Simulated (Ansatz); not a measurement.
The system is CsPbCl3.

```xyz
5
Lattice="5.6050 0.0000 0.0000 0.0000 5.6050 0.0000 0.0000 0.0000 5.6050" Properties=species:S:1:pos:R:3 pbc="T T T"
Pb    2.8025    2.8025    2.8025
Cs    0.0000    0.0000    0.0000
Cl    2.8025    0.0000    2.8025
Cl    0.0000    2.8025    2.8025
Cl    2.8025    2.8025    0.0000
```

| Item | Value |
| --- | --- |
| Program | Ansatz 0.2.0 |
| Task | relaxation of cell and atoms |
| Functional | revPBE |
| Potentials or basis | Ansatz PAW |
| Cutoff | 420 eV (not typed: the program's choice for these potentials) |
| k mesh | 5 × 5 × 5 |
| Occupations | fermi-dirac, width 0.05 eV |
| Spin | no spin polarisation |

At the start: volume 35.22 Å³/atom.

**Question.** How do energy, volume and symmetry change on relaxing?

**Answer.** It ends after 5 steps and the volume is 39.66 Å³/atom (+12.6 %); space group Pm-3m (No. 221, to 0.05 Å).

Step by step:
```tsv
step	energy change (eV)	largest force (eV/Å)	volume (Å³)
1	0.0000	0.0000	176.09
2	-0.1579	0.0000	189.60
3	-0.1817	0.0000	196.74
4	-0.1825	0.0000	198.28
5	-0.1833	0.0000	198.28
```

Final structure:
```cif
data_structure
_symmetry_space_group_name_H-M 'P 1'
_symmetry_Int_Tables_number 1
_cell_length_a 5.8312
_cell_length_b 5.8312
_cell_length_c 5.8312
_cell_angle_alpha 90.000
_cell_angle_beta 90.000
_cell_angle_gamma 90.000
_cell_volume 198.28
loop_
_atom_site_label
_atom_site_type_symbol
_atom_site_fract_x
_atom_site_fract_y
_atom_site_fract_z
_atom_site_occupancy
Pb1 Pb 0.50000 0.50000 0.50000 1
Cs1 Cs 0.00000 0.00000 0.00000 1
Cl1 Cl 0.50000 0.00000 0.50000 1
Cl2 Cl 0.00000 0.50000 0.50000 1
Cl3 Cl 0.50000 0.50000 0.00000 1
```

Caveat: the plane-wave basis is chosen anew once the cell has moved, so the energies of steps on either side of that aren't comparable; the PAW data sets come from PBE, with cores solved anew for the run's functional, which leaves a small shift of forces and pressure.
